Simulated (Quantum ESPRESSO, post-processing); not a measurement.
# TaN(001), stepped through the number of layers, part 7 of 7

Wanted: a table for TaN(001) against the number of layers, and what can be fitted to it.

Quantum ESPRESSO 7.5; plane-wave DFT, PBE, GBRV ultrasoft pseudopotentials.

So far. Step 8 (Relaxation with pw.x, 8 layers): The relaxation lowers the energy by 48 meV an atom. On the free atoms the largest force ends at 0.021 eV/Å. Step 9 (Ground state, 8 layers): Inside the slab this potential holds the local part of the pseudopotentials, which can be repulsive at the nuclei; only its value in the vacuum has a meaning of its own.

## (10) Relaxing the ions, 9 layers

System of this step: TaN(001), 9 layers. The cell holds 18 atoms: 9 Ta and 9 N. Cell: a = 3.121 Å, b = 3.121 Å, c = 33.677 Å, α = 90.0°, β = 90.0°, γ = 90.0°. It derives from TaN. Vacuum lies along c.

Contents of m6.relax.in:

```
&control
  prefix = 'm6.relax'
  outdir = './out'
  pseudo_dir = './pseudo'
  nstep = 40
  forc_conv_thr = 0.001
  calculation = 'relax'
/
&system
  ibrav = 0
  nat = 18
  ntyp = 2
  ecutwfc = 40
  ecutrho = 200
  occupations = 'smearing'
  smearing = 'mv'
  degauss = 0.02
/
&electrons
  conv_thr = 1e-08
  mixing_beta = 0.4
  electron_maxstep = 120
  mixing_mode = 'local-TF'
/
&ions
/
ATOMIC_SPECIES
  Ta  180.9479  ta_pbe_v1.uspp.F.UPF
  N   14.0070  n_pbe_v1.2.uspp.F.UPF
CELL_PARAMETERS angstrom
  3.12077658300000 0.00000000000000 0.00000000000000
  0.00000000000000 3.12077658300000 0.00000000000000
  0.00000000000000 0.00000000000000 33.67711174188236
ATOMIC_POSITIONS crystal
  Ta  0.000000000000 0.000000000000 0.237529691211
  N   0.500000000000 0.500000000000 0.237529691211
  Ta  0.500000000000 0.500000000000 0.303147268409
  N   0.000000000000 0.000000000000 0.303147268409
  Ta  0.000000000000 0.000000000000 0.368764845606 0 0 0
  N   0.500000000000 0.500000000000 0.368764845606 0 0 0
  Ta  0.500000000000 0.500000000000 0.434382422803 0 0 0
  N   0.000000000000 0.000000000000 0.434382422803 0 0 0
  Ta  0.000000000000 0.000000000000 0.500000000000 0 0 0
  N   0.500000000000 0.500000000000 0.500000000000 0 0 0
  Ta  0.500000000000 0.500000000000 0.565617577197 0 0 0
  N   0.000000000000 0.000000000000 0.565617577197 0 0 0
  Ta  0.000000000000 0.000000000000 0.631235154394 0 0 0
  N   0.500000000000 0.500000000000 0.631235154394 0 0 0
  Ta  0.500000000000 0.500000000000 0.696852731591
  N   0.000000000000 0.000000000000 0.696852731591
  Ta  0.000000000000 0.000000000000 0.762470308789
  N   0.500000000000 0.500000000000 0.762470308789
K_POINTS automatic
  12 12 1 0 0 0
```

Command:

```console
$ OMP_NUM_THREADS=1 mpirun -n 4 pw.x -nk 4 -in m6.relax.in > m6.relax.out
```

Log:

```text
[banner, memory and clock lines left out]
Program PWSCF v.7.5 starts
[...]
Message from routine setup:
[...]
number of electrons       =       162.00
     number of Kohn-Sham states=           97
     kinetic-energy cutoff     =      40.0000  Ry
     charge density cutoff     =     200.0000  Ry
[...]
number of k points=    28  Marzari-Vanderbilt smearing, width (Ry)=  0.0200
[...]
Dense  grid:   105807 G-vectors     FFT dimensions: (  27,  27, 288)
[...]
negative rho (up, down):  8.554E-01 0.000E+00
     Starting wfcs are  153 randomized atomic wfcs
[...]
negative rho (up, down):  8.545E-01 0.000E+00
[...]
estimated scf accuracy    <       6.98411865 Ry
[...]
negative rho (up, down):  8.632E-01 0.000E+00
[...]
estimated scf accuracy    <       2.36930872 Ry
[...]
negative rho (up, down):  8.796E-01 0.000E+00
[...]
estimated scf accuracy    <       0.18343965 Ry
[...]
negative rho (up, down):  8.844E-01 0.000E+00
[...]
estimated scf accuracy    <       0.15918799 Ry
[...]
negative rho (up, down):  8.988E-01 0.000E+00
[...]
estimated scf accuracy    <       0.13054509 Ry
[...]
negative rho (up, down):  8.985E-01 0.000E+00
[...]
estimated scf accuracy    <       0.05103771 Ry
[...]
negative rho (up, down):  8.960E-01 0.000E+00
[...]
estimated scf accuracy    <       0.02248099 Ry
[...]
negative rho (up, down):  8.959E-01 0.000E+00
[...]
estimated scf accuracy    <       0.04562182 Ry
[...]
negative rho (up, down):  8.925E-01 0.000E+00
[...]
estimated scf accuracy    <       0.00318219 Ry
[...]
negative rho (up, down):  8.942E-01 0.000E+00
[...]
estimated scf accuracy    <       0.00415855 Ry
[...]
negative rho (up, down):  8.971E-01 0.000E+00
[...]
estimated scf accuracy    <       0.00083768 Ry
[...]
negative rho (up, down):  8.959E-01 0.000E+00
[...]
estimated scf accuracy    <       0.00018622 Ry
[...]
negative rho (up, down):  8.958E-01 0.000E+00
[...]
estimated scf accuracy    <       0.00006330 Ry
[...]
negative rho (up, down):  8.956E-01 0.000E+00
[...]
estimated scf accuracy    <       0.00002673 Ry
[...]
negative rho (up, down):  8.957E-01 0.000E+00
[...]
estimated scf accuracy    <       0.00000437 Ry
[...]
negative rho (up, down):  8.957E-01 0.000E+00
[...]
estimated scf accuracy    <       0.00000039 Ry
[...]
negative rho (up, down):  8.957E-01 0.000E+00
[...]
estimated scf accuracy    <       0.00000055 Ry
[...]
negative rho (up, down):  8.957E-01 0.000E+00
[...]
estimated scf accuracy    <       0.00000008 Ry
[...]
negative rho (up, down):  8.957E-01 0.000E+00
[...]
the Fermi energy is    11.1585 ev
!    total energy              =   -1459.15524561 Ry
     estimated scf accuracy    <          1.6E-09 Ry
     smearing contrib. (-TS)   =      -0.00343226 Ry
     internal energy E=F+TS    =   -1459.15181335 Ry
[...]
one-electron contribution =  -17091.28591190 Ry
     hartree contribution      =    8592.83842745 Ry
     xc contribution           =    -429.53468092 Ry
     ewald contribution        =    7468.83035202 Ry
     convergence has been achieved in  19 iterations
     negative rho (up, down):  8.957E-01 0.000E+00
[...]
Total force =     0.141961     Total SCF correction =     0.000095
[...]
negative rho (up, down):  8.932E-01 0.000E+00
[...]
negative rho (up, down):  8.933E-01 0.000E+00
[...]
estimated scf accuracy    <       0.00733336 Ry
[...]
negative rho (up, down):  8.937E-01 0.000E+00
[...]
estimated scf accuracy    <       0.00355728 Ry
[...]
negative rho (up, down):  8.932E-01 0.000E+00
[...]
estimated scf accuracy    <       0.00034636 Ry
[...]
negative rho (up, down):  8.933E-01 0.000E+00
[...]
estimated scf accuracy    <       0.00027020 Ry
[...]
negative rho (up, down):  8.933E-01 0.000E+00
[...]
estimated scf accuracy    <       0.00007594 Ry
[...]
negative rho (up, down):  8.933E-01 0.000E+00
[...]
estimated scf accuracy    <       0.00002439 Ry
[...]
negative rho (up, down):  8.936E-01 0.000E+00
[...]
estimated scf accuracy    <       0.00000877 Ry
[...]
negative rho (up, down):  8.937E-01 0.000E+00
[...]
estimated scf accuracy    <       0.00000252 Ry
[...]
negative rho (up, down):  8.938E-01 0.000E+00
[...]
estimated scf accuracy    <       0.00000108 Ry
[...]
negative rho (up, down):  8.938E-01 0.000E+00
[...]
estimated scf accuracy    <       0.00000011 Ry
[...]
negative rho (up, down):  8.938E-01 0.000E+00
[...]
estimated scf accuracy    <       0.00000004 Ry
[...]
negative rho (up, down):  8.938E-01 0.000E+00
[...]
the Fermi energy is    11.2579 ev
!    total energy              =   -1459.17382999 Ry
     estimated scf accuracy    <          3.8E-09 Ry
     smearing contrib. (-TS)   =      -0.00339761 Ry
     internal energy E=F+TS    =   -1459.17043238 Ry
[...]
one-electron contribution =  -17132.72225968 Ry
     hartree contribution      =    8614.13514187 Ry
     xc contribution           =    -429.58512609 Ry
     ewald contribution        =    7489.00181152 Ry
     convergence has been achieved in  12 iterations
     negative rho (up, down):  8.938E-01 0.000E+00
[...]
Total force =     0.118954     Total SCF correction =     0.000171
[...]
WARNING: bfgs curvature condition failed, Theta= 0.964
[...]
negative rho (up, down):  8.935E-01 0.000E+00
[...]
negative rho (up, down):  8.937E-01 0.000E+00
[...]
estimated scf accuracy    <       0.00590753 Ry
[...]
negative rho (up, down):  8.940E-01 0.000E+00
[...]
estimated scf accuracy    <       0.00261126 Ry
[...]
negative rho (up, down):  8.938E-01 0.000E+00
[...]
estimated scf accuracy    <       0.00069968 Ry
[...]
negative rho (up, down):  8.938E-01 0.000E+00
[...]
estimated scf accuracy    <       0.00014694 Ry
[...]
negative rho (up, down):  8.937E-01 0.000E+00
[...]
estimated scf accuracy    <       0.00005659 Ry
[...]
negative rho (up, down):  8.938E-01 0.000E+00
[...]
estimated scf accuracy    <       0.00002849 Ry
[...]
negative rho (up, down):  8.940E-01 0.000E+00
[...]
estimated scf accuracy    <       0.00000912 Ry
[...]
negative rho (up, down):  8.941E-01 0.000E+00
[...]
estimated scf accuracy    <       0.00000395 Ry
[...]
negative rho (up, down):  8.943E-01 0.000E+00
[...]
estimated scf accuracy    <       0.00000087 Ry
[...]
negative rho (up, down):  8.943E-01 0.000E+00
[...]
estimated scf accuracy    <       0.00000019 Ry
[...]
negative rho (up, down):  8.943E-01 0.000E+00
[...]
estimated scf accuracy    <       0.00000014 Ry
[...]
negative rho (up, down):  8.943E-01 0.000E+00
[...]
estimated scf accuracy    <          7.8E-09 Ry
[...]
negative rho (up, down):  8.943E-01 0.000E+00
[...]
```

The job ended after 59 min (4 MPI ranks of Arm Neoverse V1, shared host; peak memory 1.6 GiB; 4 h of CPU time).

Step by step:

| step | energy less that of the first step (eV) | largest force (eV/Å) |
| --- | --- | --- |
| 1 | 0.0000 | 2.0154 |
| 2 | -0.2529 | 1.6843 |
| 3 | -0.4699 | 1.1005 |
| 4 | -0.6406 | 0.9435 |
| 5 | -0.6883 | 0.7826 |
| 6 | -0.7310 | 0.2735 |
| 7 | -0.7375 | 0.0944 |
| 8 | -0.7380 | 0.0818 |
| 9 | -0.7384 | 0.0640 |
| 10 | -0.7390 | 0.0429 |
| 11 | -0.7396 | 0.0388 |
| 12 | -0.7399 | 0.0315 |
| 13 | -0.7400 | 0.0315 |
| 14 | -0.7401 | 0.0238 |

The atoms that moved most (Å):

| atom | dx | dy | dz | length |
| --- | --- | --- | --- | --- |
| N18 | 0.000 | 0.000 | 0.205 | 0.205 |
| N2 | 0.000 | 0.000 | -0.205 | 0.205 |
| Ta1 | 0.000 | 0.000 | 0.156 | 0.156 |
| Ta17 | 0.000 | 0.000 | -0.156 | 0.156 |
| Ta3 | 0.000 | 0.000 | -0.069 | 0.069 |
| Ta15 | 0.000 | 0.000 | 0.069 | 0.069 |
| N16 | 0.000 | 0.000 | -0.029 | 0.029 |
| N4 | 0.000 | 0.000 | 0.029 | 0.029 |

The relaxation lowers the energy by 41 meV an atom. On the free atoms the largest force ends at 0.024 eV/Å.

This step gave:

| Quantity | Value |
| --- | --- |
| free energy | -19853.5586 eV |
| Fermi energy | 11.37 eV |

## (11) Self-consistent run, 9 layers

Contents of m6.esm.in:

```
&control
  prefix = 'm6.esm'
  outdir = './out'
  pseudo_dir = './pseudo'
  calculation = 'scf'
  tprnfor = .true.
/
&system
  ibrav = 0
  nat = 18
  ntyp = 2
  ecutwfc = 40
  ecutrho = 200
  occupations = 'smearing'
  smearing = 'mv'
  degauss = 0.02
  assume_isolated = 'esm'
  esm_bc = 'bc1'
/
&electrons
  conv_thr = 1e-08
  mixing_beta = 0.25
  electron_maxstep = 160
  mixing_mode = 'local-TF'
  mixing_ndim = 12
/
ATOMIC_SPECIES
  Ta  180.9479  ta_pbe_v1.uspp.F.UPF
  N   14.0070  n_pbe_v1.2.uspp.F.UPF
CELL_PARAMETERS angstrom
  3.12077658300000 0.00000000000000 0.00000000000000
  0.00000000000000 3.12077658300000 0.00000000000000
  0.00000000000000 0.00000000000000 33.67711174188236
ATOMIC_POSITIONS crystal
  Ta  0.000000000000 0.000000000000 -0.257836743900
  N   0.500000000000 0.500000000000 -0.268547639100
  Ta  0.500000000000 0.500000000000 -0.198889998100
  N   0.000000000000 0.000000000000 -0.196006302800
  Ta  0.000000000000 0.000000000000 -0.131235154400
  N   0.500000000000 0.500000000000 -0.131235154400
  Ta  0.500000000000 0.500000000000 -0.065617577200
  N   0.000000000000 0.000000000000 -0.065617577200
  Ta  0.000000000000 0.000000000000 0.000000000000
  N   0.500000000000 0.500000000000 0.000000000000
  Ta  0.500000000000 0.500000000000 0.065617577200
  N   0.000000000000 0.000000000000 0.065617577200
  Ta  0.000000000000 0.000000000000 0.131235154400
  N   0.500000000000 0.500000000000 0.131235154400
  Ta  0.500000000000 0.500000000000 0.198889998100
  N   0.000000000000 0.000000000000 0.196006302800
  Ta  0.000000000000 0.000000000000 0.257836743900
  N   0.500000000000 0.500000000000 0.268547639100
K_POINTS automatic
  12 12 1 0 0 0
```

Command:

```console
$ OMP_NUM_THREADS=1 mpirun -n 4 pw.x -nk 4 -in m6.esm.in > m6.esm.out
```

Log:

```text
[banner, memory and clock lines left out]
Program PWSCF v.7.5 starts

          URL

     Message from routine setup:
     using ibrav=0 with symmetry is DISCOURAGED, use correct ibrav instead

     G-vector sticks info

     bravais-lattice index     =            0
     lattice parameter (alat)  =       5.8974  a.u.
     unit-cell volume          =    2213.3842 (a.u.)^3
     number of atoms/cell      =           18
     number of atomic types    =            2
     number of electrons       =       162.00
     number of Kohn-Sham states=           97
     kinetic-energy cutoff     =      40.0000  Ry
     charge density cutoff     =     200.0000  Ry
     scf convergence threshold =      1.0E-08
     mixing beta               =       0.2500
     number of iterations used =           12  local-TF  mixing
     Exchange-correlation= SLA  PW   PBE  PBE
                           (   1   4   3   4   0   0   0)

     Effective Screening Medium Method
     Boundary Conditions: Vacuum-Slab-Vacuum
     total charge in unit cell        =   0.0000
     grid points for fit at edges     =        4

     celldm(1)=   5.897413  celldm(2)=   0.000000  celldm(3)=   0.000000
     celldm(4)=   0.000000  celldm(5)=   0.000000  celldm(6)=   0.000000

     crystal axes: (cart. coord. in units of alat)
               a(1) = (   1.000000   0.000000   0.000000 )
               a(2) = (   0.000000   1.000000   0.000000 )
               a(3) = (   0.000000   0.000000  10.791260 )

     reciprocal axes: (cart. coord. in units 2 pi/alat)
               b(1) = (  1.000000  0.000000  0.000000 )
               b(2) = (  0.000000  1.000000  0.000000 )
               b(3) = (  0.000000  0.000000  0.092668 )

     PseudoPot. # 1 for Ta read from file:
     ./pseudo/ta_pbe_v1.uspp.F.UPF
     Pseudo is Ultrasoft + core correction, Zval = 13.0
     Generated by new atomic code, or converted to UPF format
     Using radial grid of  921 points,  7 beta functions with:
                l(1) =   0
                l(2) =   0
                l(3) =   1
                l(4) =   1
                l(5) =   2
                l(6) =   2
                l(7) =   3
     Q(r) pseudized with  6 coefficients,  rinner =    1.300   1.300   1.300
                                                       1.300   1.300   1.300
                                                       1.300

     PseudoPot. # 2 for N  read from file:
     ./pseudo/n_pbe_v1.2.uspp.F.UPF
     Pseudo is Ultrasoft + core correction, Zval =  5.0
     Generated by new atomic code, or converted to UPF format
     Using radial grid of  729 points,  4 beta functions with:
                l(1) =   0
                l(2) =   0
                l(3) =   1
                l(4) =   1
     Q(r) pseudized with  8 coefficients,  rinner =    0.900   0.900   0.900

     atomic species   valence    mass     pseudopotential
[...]
total energy              =   -1459.21692127 Ry
     estimated scf accuracy    <       0.10782146 Ry

     iteration # 17     ecut=    40.00 Ry     beta= 0.25
     Davidson diagonalization with overlap
     ethr =  2.34E-05,  avg # of iterations =  5.1

     negative rho (up, down):  8.972E-01 0.000E+00

     total energy              =   -1459.21494644 Ry
     estimated scf accuracy    <       0.01473908 Ry

     iteration # 18     ecut=    40.00 Ry     beta= 0.25
     Davidson diagonalization with overlap
     c_bands:  2 eigenvalues not converged
     c_bands:  4 eigenvalues not converged
     c_bands:  3 eigenvalues not converged
     c_bands:  2 eigenvalues not converged
     ethr =  9.10E-06,  avg # of iterations = 16.3

     negative rho (up, down):  8.973E-01 0.000E+00

     total energy              =   -1459.22878923 Ry
     estimated scf accuracy    <       0.03191716 Ry

     iteration # 19     ecut=    40.00 Ry     beta= 0.25
     Davidson diagonalization with overlap
     c_bands:  3 eigenvalues not converged
     ethr =  9.10E-06,  avg # of iterations =  9.7

     negative rho (up, down):  8.976E-01 0.000E+00

     total energy              =   -1459.22961562 Ry
     estimated scf accuracy    <       0.02648746 Ry

     iteration # 20     ecut=    40.00 Ry     beta= 0.25
     Davidson diagonalization with overlap
     ethr =  9.10E-06,  avg # of iterations =  2.1

     negative rho (up, down):  8.949E-01 0.000E+00

     total energy              =   -1459.23088057 Ry
     estimated scf accuracy    <       0.02301300 Ry

     iteration # 21     ecut=    40.00 Ry     beta= 0.25
     Davidson diagonalization with overlap
     c_bands:  3 eigenvalues not converged
     c_bands:  1 eigenvalues not converged
     c_bands:  1 eigenvalues not converged
     c_bands:  1 eigenvalues not converged
     ethr =  9.10E-06,  avg # of iterations = 15.9

     negative rho (up, down):  8.960E-01 0.000E+00

     total energy              =   -1459.23271196 Ry
     estimated scf accuracy    <       0.08816938 Ry

     iteration # 22     ecut=    40.00 Ry     beta= 0.25
     Davidson diagonalization with overlap
     c_bands:  1 eigenvalues not converged
     ethr =  9.10E-06,  avg # of iterations =  1.9

     negative rho (up, down):  8.966E-01 0.000E+00

     total energy              =   -1459.21454610 Ry
     estimated scf accuracy    <       0.06545406 Ry

     iteration # 23     ecut=    40.00 Ry     beta= 0.25
     Davidson diagonalization with overlap
     ethr =  9.10E-06,  avg # of iterations =  6.0

     negative rho (up, down):  8.965E-01 0.000E+00

     total energy              =   -1459.22042756 Ry
     estimated scf accuracy    <       0.01005851 Ry

     iteration # 24     ecut=    40.00 Ry     beta= 0.25
     Davidson diagonalization with overlap
     ethr =  6.21E-06,  avg # of iterations =  1.1

     negative rho (up, down):  8.969E-01 0.000E+00

     total energy              =   -1459.21859401 Ry
     estimated scf accuracy    <       0.00908997 Ry

     iteration # 25     ecut=    40.00 Ry     beta= 0.25
     Davidson diagonalization with overlap
     c_bands:  1 eigenvalues not converged
     ethr =  5.61E-06,  avg # of iterations =  3.6

     negative rho (up, down):  8.977E-01 0.000E+00

     total energy              =   -1459.21399404 Ry
     estimated scf accuracy    <       0.00408969 Ry

     iteration # 26     ecut=    40.00 Ry     beta= 0.25
     Davidson diagonalization with overlap
```

The job ended after 9.8 min (4 MPI ranks; peak memory 1.6 GiB).

Residual by cycle:

cycle, log10 residual and a bar from the least value:
```
        1        0.7 ##############################
        3        0.1 ########################
        5        0.6 ##############################
        8       -0.6 #################
       10       -0.8 ###############
       12       -1.4 #########
       14       -0.7 ################
       16       -1.0 ##############
       18       -1.5 #########
       21       -1.1 #############
       23       -2.0 ####
       25       -2.4
```

The run was cut off at its time limit.

After 25 cycles the residual stands at 0.0041.

## (12) The series side by side

The series in one table:

| the number of layers | energy (eV) | work function (eV) |
| --- | --- | --- |
| 3 layers | -6616.7078 | 3.45 |
| 4 layers | -8823.3033 | 3.122 |
| 5 layers | -11029.1185 | 3.095 |
| 6 layers | -13235.3820 | 3.079 |
| 7 layers | -15441.3292 | 3.026 |
| 8 layers | -17647.5240 | 3.037 |

## (13) The arithmetic

γ = intercept/(2A) = 1.0599 eV / (2 × 9.739 Å²) × 16.02 = 0.87 J/m².

## (14) Outcome

```yaml
surface_energy_from_the_intercept: 0.87 J/m²
work_function_at_8_layers: 3.04 eV
```

What this shows: The series holds 6 members; surface energy from the intercept: 0.87 J/m²; work function at 8 layers: 3.04 eV (PBE, GBRV ultrasoft). A line through the energies of all but the thinnest slab has a slope of -2206.0652 eV a layer and leaves residuals that spread over 250 meV, worth 0.21 J/m². The work function spans 3.03 to 3.45 eV and over the last three members 0.05 eV. 1 of the planned members gave no usable result. Unreconstructed faces. One mesh, so part of the swing with thickness is sampling.

[Logs are printed without paths, hosts, clocks, repeated set-up lines and the standing remarks that a program may print on its own settings, such as how far it seeks lower states.]

[Hosts, paths, dates, database ids (printed as entryN), source tags and the programs' standing remarks are cut or masked in the printed files.]

[Maps of the electrostatic potential energy from Ansatz leave out the sawtooth potential of an applied field or a dipole correction, so their vacuum need not be flat; planar profiles and work functions include it.]
